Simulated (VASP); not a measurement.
**VASP 6.6.1 run: BaO**

INCAR

```
ALGO = Normal
SIGMA = 0.01
LASPH = .TRUE.
PREC = Accurate
ENCUT = 520
NSW = 0
ISIF = 2
LREAL = .FALSE.
LWAVE = .FALSE.
ISMEAR = -5
LCHARG = .FALSE.
EDIFF = 1E-7
METAGGA = R2SCAN
NELM = 120
NBANDS = 15
IBRION = -1
```

KPOINTS

```
KPOINTS created by Atomic Simulation Environment
0
Gamma
8 8 8
0 0 0
```

POSCAR

```
Ba O
 1.0000000000000000
     0.0000000000000000    2.8828203887999999    2.8828203887999999
     2.8828203887999999    0.0000000000000000    2.8828203887999999
     2.8828203887999999    2.8828203887999999    0.0000000000000000
 Ba  O
   1   1
Cartesian
  0.0000000000000000  0.0000000000000000  0.0000000000000000
  2.8828203887999995  2.8828203887999995  2.8828203887999995
```

The recommended PBE PAW datasets give the neutral cell 16 valence electrons.

Command

```
mpirun -np 1 vasp_std
```

OSZICAR

```
N       E                     dE             d eps       ncg     rms          rms(c)
DAV:   1     0.517262537764E+02    0.51726E+02   -0.77879E+03   870   0.998E+02
DAV:   2    -0.407240937512E+02   -0.92450E+02   -0.82451E+02  1214   0.201E+02
DAV:   3    -0.451655907195E+02   -0.44415E+01   -0.44095E+01  1101   0.457E+01
DAV:   4    -0.452142918775E+02   -0.48701E-01   -0.48694E-01  1052   0.491E+00
DAV:   5    -0.452151923924E+02   -0.90051E-03   -0.90051E-03  1059   0.553E-01    0.851E+00
DAV:   6    -0.375973242104E+02    0.76179E+01   -0.57451E+00   975   0.178E+01    0.394E+00
DAV:   7    -0.377395720762E+02   -0.14225E+00   -0.18922E-01   989   0.393E+00    0.210E+00
DAV:   8    -0.377421874097E+02   -0.26153E-02   -0.13618E-01   898   0.364E+00    0.346E-01
DAV:   9    -0.377425982427E+02   -0.41083E-03   -0.60764E-03  1143   0.558E-01    0.145E-01
DAV:  10    -0.377436316380E+02   -0.10334E-02   -0.14977E-03   891   0.419E-01    0.109E-01
DAV:  11    -0.377433121348E+02    0.31950E-03   -0.75549E-04   954   0.217E-01    0.168E-02
DAV:  12    -0.377433180421E+02   -0.59073E-05   -0.73709E-05   940   0.745E-02    0.257E-02
DAV:  13    -0.377433041947E+02    0.13847E-04   -0.29207E-05  1038   0.413E-02    0.384E-03
DAV:  14    -0.377433045177E+02   -0.32294E-06   -0.11740E-06   968   0.897E-03    0.278E-03
DAV:  15    -0.377433046097E+02   -0.91959E-07   -0.10418E-07   791   0.228E-03
   1 F= -.37743305E+02 E0= -.37743305E+02  d E =0.000000E+00
```

Standard output (part)

```
POSCAR found type information on POSCAR BaO
 POSCAR found :  2 types and       2 ions
 LDA part: xc-table for (None), standard interpolation
 POSCAR, INCAR and KPOINTS ok, starting setup
 WAVECAR not read
 entering main loop
```

From OUTCAR

```
k-points           NKPTS =     29   k-points in BZ     NKDIM =     29   number of bands    NBANDS=     15

   NELECT =      16.0000    total number of electrons

   dimension x,y,z NGX =    30 NGY =   30 NGZ =   30
   dimension x,y,z NGXF=    60 NGYF=   60 NGZF=   60

  energy-cutoff  :      520.00
  volume of cell :       47.92
      direct lattice vectors                 reciprocal lattice vectors
     0.000000000  2.882820389  2.882820389    -0.173441260  0.173441260  0.173441260
     2.882820389  0.000000000  2.882820389     0.173441260 -0.173441260  0.173441260
     2.882820389  2.882820389  0.000000000     0.173441260  0.173441260 -0.173441260

 k-points in reciprocal lattice and weights: KPOINTS created by Atomic Simulation Env
   0.00000000  0.00000000  0.00000000       0.002
   0.12500000  0.00000000  0.00000000       0.016
   0.25000000  0.00000000  0.00000000       0.016
   0.37500000  0.00000000  0.00000000       0.016
   0.50000000  0.00000000  0.00000000       0.008
   0.12500000  0.12500000  0.00000000       0.012
   0.25000000  0.12500000  0.00000000       0.047
   0.37500000  0.12500000  0.00000000       0.047
   ...

 E-fermi :   0.8972

 k-point     1 :       0.0000    0.0000    0.0000
  band No.  band energies     occupation
      1     -25.8655      2.00000
      2     -14.7631      2.00000
      3     -10.1451      2.00000
      4     -10.1451      2.00000
      5     -10.1451      2.00000
      6       0.7961      2.00000
      7       0.7961      2.00000
      8       0.7961      2.00000
      9       4.4837      0.00000
     10       6.0213      0.00000
     11       6.0213      0.00000
     12       6.0213      0.00000
     13       8.1701      0.00000
     14       8.1701      0.00000
     15      11.0935      0.00000

 k-point     2 :       0.1250    0.0000    0.0000
  band No.  band energies     occupation
      1     -25.8430      2.00000
      2     -14.8279      2.00000
      3     -10.1804      2.00000
      4     -10.1588      2.00000
      5     -10.1588      2.00000
      6       0.5050      2.00000
      7       0.6399      2.00000
      8       0.6399      2.00000
      9       5.0668      0.00000
     10       5.8851      0.00000
     11       6.2783      0.00000
     12       6.2783      0.00000
     13       8.4986      0.00000
     14       8.4986      0.00000
     15      11.9623      0.00000

 k-point     3 :       0.2500    0.0000    0.0000
  band No.  band energies     occupation
      1     -25.7879      2.00000
      2     -14.9842      2.00000
      3     -10.2613      2.00000
      4     -10.1914      2.00000
      5     -10.1914      2.00000
      6      -0.0435      2.00000
      7       0.2994      2.00000
      8       0.2994      2.00000
      9       5.7023      0.00000
     10       6.5661      0.00000
     11       6.9682      0.00000
     12       6.9682      0.00000
     13       9.3313      0.00000
     14       9.3313      0.00000
     15      13.8027      0.00000

 ...

  Total       -1.7265837     -1.7265837     -1.7265837      0.0000000      0.0000000     -0.0000000
  in kB      -57.7318497    -57.7318497    -57.7318497      0.0000000      0.0000000     -0.0000000
  external PRESSURE =     -57.7318497 kB  Pullay stress =       0.0000000 kB

 POSITION                                       TOTAL-FORCE (eV/Angst)
 -----------------------------------------------------------------------------------
      0.00000      0.00000      0.00000         0.000000      0.000000     -0.000000
      2.88282      2.88282      2.88282        -0.000000     -0.000000      0.000000
 -----------------------------------------------------------------------------------
    total drift:                                0.000000      0.000000      0.000000

  FREE ENERGIE OF THE ION-ELECTRON SYSTEM (eV)
  ---------------------------------------------------
  free  energy   TOTEN  =       -37.7433046097 eV

  energy  without entropy=      -37.7433046097  energy(sigma->0) =      -37.74330461
```

It converged. Results: gap between bands v and c on the k mesh 2.64 eV; least direct gap on the k mesh 2.64 eV; pressure -5.8 GPa. Band v is the last that the valence electrons fill when counted band by band, and c is the next.

For comparison, a separate r²SCAN run of the intended cell, on usual settings and not on those above, gives a gap of 2.64 eV on its mesh and a pressure of -5.8 GPa.

The run above took about 59 s on one core of a shared host (Intel Xeon Platinum 8488C) and held 0.18 GiB at most.
